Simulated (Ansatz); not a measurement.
# I (beta tin type): how the settings move a single-point run

Aim: see which settings change the result for I (beta tin type), by how much, and at what cost.

Program: Ansatz 0.2.0. Level of theory: reference: DFT, PBE, all-electron LAPW, scalar-relativistic. These are calculated values, not measurements.

**1. The structure to begin with**

The structure is tetragonal, space group I4_1/amd (No. 141). The conventional cell has a = 5.321 Å, b = 5.321 Å, c = 2.770 Å, α = 90.00°, β = 90.00°, γ = 90.00°. I (site symmetry -4m2) is surrounded by 6 I at 2.75 to 2.77 Å.

As a file:

```cif
data_structure
_symmetry_space_group_name_H-M 'I4_1/amd:1'
_symmetry_Int_Tables_number 141
_cell_length_a 5.3212
_cell_length_b 5.3212
_cell_length_c 2.7698
_cell_angle_alpha 90.000
_cell_angle_beta 90.000
_cell_angle_gamma 90.000
_cell_volume 78.43
loop_
_atom_site_label
_atom_site_type_symbol
_atom_site_symmetry_multiplicity
_atom_site_Wyckoff_symbol
_atom_site_fract_x
_atom_site_fract_y
_atom_site_fract_z
_atom_site_occupancy
I1 I 4 b 0.00000 0.00000 0.50000 1
```

**2. The reference run**

input.yaml reads:

```yaml
crystal:
  lattice:
    - [-2.6606162032, 2.6606162032, 1.3849083939]
    - [2.6606162032, -2.6606162032, 1.3849083939]
    - [2.6606162032, 2.6606162032, -1.3849083939]
  atoms:
    - { symbol: I, position: [-0.375, -0.125, -0.25] }
    - { symbol: I, position: [0.375, 0.125, 0.25] }
kpoints:
  mp_grid: { grid: [12, 12, 12] }
  band_path:
    path:
      - [0.0, 0.0, 0.0]
      - [0.0, 0.0, 0.5]
      - [-0.5, 0.5, 0.5]
      - [0.0, 0.0, 0.0]
      - [0.3177357027, 0.3177357027, -0.3177357027]
      - [-0.3177357027, 0.6822642973, 0.3177357027]
      - [-0.5, 0.5, 0.5]
      - [0.0, 0.0, 0.5]
      - [0.25, 0.25, 0.25]
    npoints: 8
scf:
  occupations: { method: fermi_dirac, width: 0.1 }
hamiltonian:
  xc: pbe
  pseudopotentials: { kind: all_electron, lapw: { basis_error: 0.001 } }
output:
  forces: true
  stress: true
  eigenvalues: true
  populations: true
  dos: { projected: true, de: 0.2, e_range: [-14, 8] }
```

The run is started by

```
$ ansatz run input.yaml --threads 1 --pin off --max-ram 2048MiB --backend cpu --events-out ev --progress --plain --runs-dir out
```

**3. Changed: mp_grid.grid [18, 18, 18]**

Edit input.yaml of step 2 so:

```diff
@@ -9,3 +9,3 @@
 kpoints:
-  mp_grid: { grid: [12, 12, 12] }
+  mp_grid: { grid: [18, 18, 18] }
   band_path:
@@ -32,2 +32 @@
   populations: true
-  dos: { projected: true, de: 0.2, e_range: [-14, 8] }
```

**Question.** What will these runs give? Wanted: for each run, ending; energy change; pressure; gap; force.

**Answer**, as computed:

| run | ending | energy change | pressure (GPa) | gap (eV) | force (eV/Å) | cycles | time |
| --- | --- | --- | --- | --- | --- | --- | --- |
| reference | converged | 0 | 83.2 | 0.00 | 0.00 | 7 | 49 s |
| 1: mp_grid.grid [18, 18, 18] | converged | +3.0 meV/atom | 83.4 | 0.00 | 0.00 | 7 | 2.3 min |

Times don't compare one to one where runs were asked for different outputs or read a saved state (see the inputs); cycles may leave out searches for a lower state.

Residual by cycle in the longest SCF loop of each run; runs are numbered as in the table. The quantity is the density residual dr2, in eV.

| cycle | reference | run 1 |
| --- | --- | --- |
| 1 | 0.0215 | 0.0224 |
| 2 | 0.0105 | 0.011 |
| 3 | 0.00151 | 0.00159 |
| 4 | 1.7e-4 | 1.7e-4 |
| 5 | 1.3e-5 | 1.3e-5 |
| 6 | 5.8e-7 | 5.3e-7 |
| 7 | 1.8e-8 | 1.8e-8 |

Changing the k-point mesh moves the energy by +3.0 meV/atom. The energy is not variational in the mesh, so the sign tells nothing. The structure is not at rest: the sound run finds 83 GPa, so these are no properties of the relaxed crystal. 
